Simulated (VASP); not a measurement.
# Cr (P6_3/mmc) in VASP: further runs

One crystal, Cr, is run at these levels: PBEsol; tasks: single point.

Program: VASP 6.6.1. These are calculated values, not measurements. Logs are shortened: lines on timing, memory, paths and dates and some standing lists are left out, and cuts for length are marked.

## (1) The structure

The structure is hexagonal, space group P6_3/mmc (No. 194). Conventional cell: a = 2.714 Å, b = 2.714 Å, c = 4.410 Å, α = 90.00°, β = 90.00°, γ = 120.00°. Cr (site symmetry -6m2) has 12 Cr at 2.71 Å as nearest neighbours.

This isn't the form of Cr at room conditions, which is bcc.

## (2) Single point, PBEsol, collinear spin, ferromagnetic start

Input file INCAR:

```
SYSTEM = Cr
ADDGRID = .FALSE.
ALGO = Normal
EDIFF = 1E-6
ENCUT = 350
GGA = PS
ISIF = 2
ISMEAR = 1
ISPIN = 2
LASPH = .TRUE.
LCHARG = .FALSE.
LMAXMIX = 4
LORBIT = 11
LREAL = .FALSE.
LWAVE = .FALSE.
MAGMOM = 3 3
NELM = 100
PREC = Accurate
SIGMA = 0.1
```

Input file KPOINTS:

```
k-points
0
G
  17 17 9
  0 0 0
```

Input file POSCAR:

```
Cr
1.0
    2.7140000000      0.0000000000      0.0000000000
   -1.3570000000      2.3503929459      0.0000000000
    0.0000000000      0.0000000000      4.4100000000
Cr
2
Direct
    0.6666666667      0.3333333333      0.7500000000
    0.3333333333      0.6666666667      0.2500000000
```

Potentials or basis: VASP PAW PBE potentials, release 64 (Cr_pv).

Run with:

```sh
$ cat potpaw_PBE.64/Cr_pv/POTCAR > POTCAR
$ mpirun -np 1 vasp_std > vasp.out
```

OUTCAR:

```text
SYSTEM = Cr
   EDIFF = 1E-6
   ENCUT = 350
   GGA = PS
   ISIF = 2
   ISMEAR = 1
   ISPIN = 2
   LASPH = .TRUE.
   LORBIT = 11
   LREAL = .FALSE.
   NELM = 100
   PREC = Accurate

 Found    165 irreducible k-points:

 Following reciprocal coordinates:
            Coordinates               Weight
  0.000000  0.000000  0.000000      1.000000
  0.058824  0.000000  0.000000      6.000000
  0.117647  0.000000  0.000000      6.000000
  0.176471  0.000000  0.000000      6.000000
  0.235294  0.000000  0.000000      6.000000
  0.294118 -0.000000  0.000000      6.000000
   k-points           NKPTS =    165   k-points in BZ     NKDIM =    165   number of bands    NBANDS=     19
   number of dos      NEDOS =    301   number of ions     NIONS =      2
   total plane-waves  NPLWV =   9072
   dimension x,y,z NGX =    18 NGY =   18 NGZ =   28
   dimension x,y,z NGXF=    36 NGYF=   36 NGZF=   56
   ions per type =               2
   NGX,Y,Z   is equivalent  to a cutoff of  11.03, 11.03, 10.56 a.u.
   NGXF,Y,Z  is equivalent  to a cutoff of  22.05, 22.05, 21.11 a.u.
 SYSTEM =  Cr
   PREC   = accura    normal or accurate (medium, high low for compatibility)
   ISTART =      0    job   : 0-new  1-cont  2-samecut
   ICHARG =      2    charge: 1-file 2-atom 10-const
   ISPIN  =      2    spin polarized calculation?
   LNONCOLLINEAR =      F non collinear calculations
   LSORBIT =      F    spin-orbit coupling
   LASPH  =      T    aspherical Exc in radial PAW
   ENCUT  =  350.0 eV  25.72 Ry    5.07 a.u.   4.14  4.14  6.73*2*pi/ulx,y,z
   NELM   =    100;   NELMIN=  2; NELMDL= -5     # of ELM steps
   EDIFF  = 0.1E-05   stopping-criterion for ELM
   LREAL  =      F    real-space projection
   EDIFFG = 0.1E-04   stopping-criterion for IOM
   NSW    =      0    number of steps for IOM
   IBRION =     -1    ionic relax: 0-MD 1-quasi-New 2-CG
   NFREE  =      0    steps in history (QN), initial steepest desc. (CG)
   ISIF   =      2    stress and relaxation
   ISYM   =      2    0-nonsym 1-usesym 2-fastsym
   POTIM  = 0.5000    time-step for ionic-motion
   TEBEG  =    0.0;   TEEND  =   0.0 temperature during run
   PSTRESS=    0.0 pullay stress
   NELECT =      24.0000    total number of electrons
   NUPDOWN=      -1.0000    fix difference up-down
   EMIN   =  10.00;   EMAX   =-10.00  energy-range for DOS
   EFERMI =   0.00;   METHOD = LEGACY
   ISMEAR =     1;   SIGMA  =   0.10  broadening in eV -4-tet -1-fermi 0-gaus
   EFERMI_NEDOS =   21; number of points for ismear=-14 and -15
   IALGO  =     38    algorithm
   IMIX   =      4    mixing-type and parameters
     AMIX     =   0.40;   BMIX     =  1.00
     AMIX_MAG =   1.60;   BMIX_MAG =  1.00
  volume/ion in A,a.u.               =      14.07        94.92
  Fermi-wavevector in a.u.,A,eV,Ry     =   1.552681  2.934142 32.801180  2.410819
  Thomas-Fermi vector in A             =   2.657021
   LORBIT       =     11    0 simple, 1 ext, 2 COOP (PROOUT), +10 PAW based schemes
   GGA     = PS    functional components
   LHFCALC =     F    Hartree Fock is set to
   AEXX    =    0.0000 exact exchange contribution
   IVDW    =     0    specifies the selected vdW correction
   LEPSILON=     F    determine dielectric tensor
   LRPA    =     F    only Hartree local field effects (RPA)
 spin polarized calculation
 Methfessel and Paxton  Order N= 1 SIGMA  =   0.10
  energy-cutoff  :      350.00
  volume of cell :       28.13
 maximum number of plane-waves:       430
 NGX is ok and might be reduce to    18
   NGX =  9   NGY =  9   NGZ = 13

 number of electron      23.9999986 magnetization       1.8380051

 Free energy of the ion-electron system (eV)
  ---------------------------------------------------
  ext. energy  EPLUGINS =         0.00000000
  ---------------------------------------------------
  free energy    TOTEN  =       -18.90878511 eV

  energy without entropy =      -18.90859142  energy(sigma->0) =      -18.90872055

 E-fermi :   8.1477     XC(G=0): -12.6941

 val. band max:        8.1466903375   @ k =   0.1176   0.1176   0.0000
 cond. band min:       8.1483878056   @ k =   0.0000   0.0000   0.2222
 fundamental gap:      0.0016974680
 Fermi energy:         8.1476590248

 spin component 1

 k-point     1 :       0.0000    0.0000    0.0000
  band No.  band energies     occupation
      1     -35.1708      1.00000
      2     -34.8264      1.00000
      3     -34.8264      1.00000
      4     -34.7589      1.00000
      5     -34.7589      1.00000
      6     -34.6793      1.00000
[... 11 lines left out ...]
     18       9.5212     -0.00000
     19      14.9742      0.00000
[... 89 lines left out ...]
 k-point     6 :       0.2941   -0.0000    0.0000
  band No.  band energies     occupation
      1     -35.0592      1.00000
      2     -35.0539      1.00000
      3     -34.9907      1.00000
      4     -34.8971      1.00000
      5     -34.7989      1.00000
      6     -34.7328      1.00000
[... 11 lines left out ...]
     18      14.1585      0.00000
     19      14.9889      0.00000

 [... further k-points ...]

 spin component 2

 k-point     1 :       0.0000    0.0000    0.0000
  band No.  band energies     occupation
      1     -34.3878      1.00000
      2     -33.9557      1.00000
      3     -33.9557      1.00000
      4     -33.8870      1.00000
      5     -33.8870      1.00000
      6     -33.8857      1.00000
[... 11 lines left out ...]
     18      10.3825      0.00000
     19      15.9561      0.00000
[... 89 lines left out ...]
 k-point     6 :       0.2941   -0.0000    0.0000
  band No.  band energies     occupation
      1     -34.2681      1.00000
      2     -34.1944      1.00000
      3     -34.1242      1.00000
      4     -34.0280      1.00000
      5     -33.9403      1.00000
      6     -33.9277      1.00000
[... 11 lines left out ...]
     18      14.7289      0.00000
     19      16.0363      0.00000

 [... further k-points ...]

------------------------ aborting loop because EDIFF is reached ----------------------------------------

  FORCE on cell =-STRESS in cart. coord.  units (eV):
  Direction    XX          YY          ZZ          XY          YZ          ZX
  --------------------------------------------------------------------------------------
  -------------------------------------------------------------------------------------
  Total       -5.9501210     -5.9501210     -5.2149029      0.0000000      0.0000000      0.0000000
  in kB     -338.8811977   -338.8811977   -297.0078305      0.0000000      0.0000000      0.0000000
  external PRESSURE =    -324.9234086 kB  Pullay stress =       0.0000000 kB

 VOLUME and BASIS-vectors are now :
 -----------------------------------------------------------------------------
  energy-cutoff  :      350.00
  volume of cell :       28.13
      direct lattice vectors                 reciprocal lattice vectors
     2.714000000  0.000000000  0.000000000     0.368459838  0.212730387  0.000000000
    -1.357000000  2.350392946  0.000000000     0.000000000  0.425460773  0.000000000
     0.000000000  0.000000000  4.410000000     0.000000000  0.000000000  0.226757370

 POSITION                                       TOTAL-FORCE (eV/Angst)
 -----------------------------------------------------------------------------------
      1.35700      0.78346      3.30750        -0.000000      0.000000      0.000000
     -0.00000      1.56693      1.10250         0.000000      0.000000      0.000000
 -----------------------------------------------------------------------------------
    total drift:                               -0.000000      0.000000     -0.000000

  FREE ENERGIE OF THE ION-ELECTRON SYSTEM (eV)
  ---------------------------------------------------
  free  energy   TOTEN  =       -18.9087851099 eV

  energy  without entropy=      -18.9085914177  energy(sigma->0) =      -18.90872055

 total charge

# of ion       s       p       d       tot
------------------------------------------
    1        0.376   6.281   4.051  10.708
    2        0.376   6.281   4.051  10.708
--------------------------------------------------
tot          0.752  12.563   8.102  21.416

 magnetization (x)

# of ion       s       p       d       tot
------------------------------------------
    1        0.001   0.024   0.823   0.849
    2        0.001   0.024   0.823   0.849
--------------------------------------------------
tot          0.002   0.049   1.647   1.697
```

OSZICAR:

```text
N       E                     dE             d eps       ncg     rms          rms(c)
DAV:   1     0.194188337137E+03    0.19419E+03   -0.12025E+04 12764   0.119E+03
DAV:   2    -0.149129544643E+02   -0.20910E+03   -0.20468E+03 12708   0.373E+02
DAV:   3    -0.212317222974E+02   -0.63188E+01   -0.62114E+01 13301   0.782E+01
DAV:   4    -0.213184054256E+02   -0.86683E-01   -0.86605E-01 16258   0.821E+00
DAV:   5    -0.213200845792E+02   -0.16792E-02   -0.16780E-02 14244   0.107E+00    0.192E+01
DAV:   6    -0.186955279918E+02    0.26246E+01   -0.16921E+01 12963   0.445E+01    0.538E+00
DAV:   7    -0.188994685623E+02   -0.20394E+00   -0.69724E-01 13737   0.748E+00    0.284E+00
DAV:   8    -0.189108821381E+02   -0.11414E-01   -0.31074E-02 14806   0.128E+00    0.106E+00
DAV:   9    -0.189077334231E+02    0.31487E-02   -0.10870E-02 14749   0.814E-01    0.338E-01
DAV:  10    -0.189086169035E+02   -0.88348E-03   -0.30720E-03 13650   0.429E-01    0.152E-01
DAV:  11    -0.189087461586E+02   -0.12926E-03   -0.16877E-04 16685   0.115E-01    0.697E-02
DAV:  12    -0.189087823752E+02   -0.36217E-04   -0.49300E-05 13750   0.628E-02    0.267E-02
DAV:  13    -0.189087847062E+02   -0.23310E-05   -0.87747E-06 15182   0.249E-02    0.112E-02
DAV:  14    -0.189087851099E+02   -0.40370E-06   -0.14014E-06  9765   0.103E-02
   1 F= -.18908785E+02 E0= -.18908721E+02  d E =-.193692E-03  mag=     1.8337
```

It took 66 s on 1 thread of Intel Xeon Platinum 8488C (Sapphire Rapids), shared host; peak memory 0.18 GiB.

The run converged, but some of its settings lie outside the range that counts as converged, so its numbers aren't taken as properties of the crystal.

What came out:

```yaml
Free_energy: -18.9088 eV
Pressure: -32.5 GPa
Band_gap_on_the_k_mesh: none (metal or under the smearing width)
Net_moment: 1.84 μB per cell
Site_moments: Cr +0.85 μB
Valence_electrons_inside_the_program's_atomic_spheres: Cr 10.71
```

Caveat: a pressure of tens of GPa on the cell as given is suspect, and the run, the potentials or the cell itself is likely at fault; the PAW data sets were made with another functional, which shifts forces and pressure a little.

## (3) Single point, PBEsol, collinear spin, ferromagnetic start

INCAR: that of step 2 with these lines changed.

```diff
@@ -4,3 +4,3 @@
 EDIFF = 1E-6
-ENCUT = 350
+ENCUT = 500
 GGA = PS
```

Input file KPOINTS:

```
k-points
0
G
  15 15 8
  0 0 0
```

POSCAR is that of step 2.

Potentials or basis: VASP PAW PBE potentials, release 64 (Cr_pv).

Run with:

```sh
$ cat potpaw_PBE.64/Cr_pv/POTCAR > POTCAR
$ mpirun -np 1 vasp_std > vasp.out
```

It took 67 s on 1 thread of Intel Xeon Platinum 8488C (Sapphire Rapids), shared host; peak memory 0.21 GiB.

These settings aren't checked as converged: the numbers below hold their error.

Results:

```
Free energy                                           : -18.8980 eV
Pressure                                              : -32.0 GPa
Band gap on the k mesh                                : none (metal or under the smearing width)
Net moment                                            : 1.82 μB per cell
Site moments                                          : Cr +0.84 μB
Valence electrons inside the program's atomic spheres : Cr 10.71
```

Caveat: a pressure of tens of GPa on the cell as given is suspect, and the run, the potentials or the cell itself is likely at fault; the PAW data sets were made with another functional, which shifts forces and pressure a little.

## (4) Single point, PBEsol, collinear spin, ferromagnetic start

INCAR: that of step 3 with these lines changed.

```diff
@@ -4,3 +4,3 @@
 EDIFF = 1E-6
-ENCUT = 500
+ENCUT = 400
 GGA = PS
```

Input file KPOINTS:

```
k-points
0
G
  17 17 9
  0 0 0
```

POSCAR is that of step 3.

Run with:

```sh
$ cat potpaw_PBE.64/Cr_pv/POTCAR > POTCAR
$ mpirun -np 1 vasp_std > vasp.out
```

Wall time 72 s (1 thread of Intel Xeon Platinum 8488C (Sapphire Rapids), shared host); peak memory 0.19 GiB.

The run converged, but some of its settings lie outside the range that counts as converged, so its numbers aren't taken as properties of the crystal.

What came out:

| Property | Result |
| --- | --- |
| Free energy | -18.8994 eV |
| Pressure | -33.1 GPa |
| Band gap on the k mesh | none (metal or under the smearing width) |
| Net moment | 1.84 μB per cell |
| Site moments | Cr +0.85 μB |
| Valence electrons inside the program's atomic spheres | Cr 10.71 |

Caveat: a pressure of tens of GPa on the cell as given is suspect, and the run, the potentials or the cell itself is likely at fault; the PAW data sets were made with another functional, which shifts forces and pressure a little.

## (5) The reference run

An earlier run on the cell as given: functional PBE; potentials or basis VASP PAW PBE potentials, release 64 (Cr_pv); cutoff 520 eV; k mesh 11 × 11 × 6; occupations fermi-dirac, width 0.05 eV; collinear spin, ferromagnetic start; starting moments [3.0, 3.0] μB.

* Pressure: -25.5 GPa
* Band gap on the k mesh: none (metal or under the smearing width)
* Net moment: 1.77 μB per cell
* Site moments: Cr +0.82 μB
* Valence electrons inside the program's atomic spheres: Cr 10.72
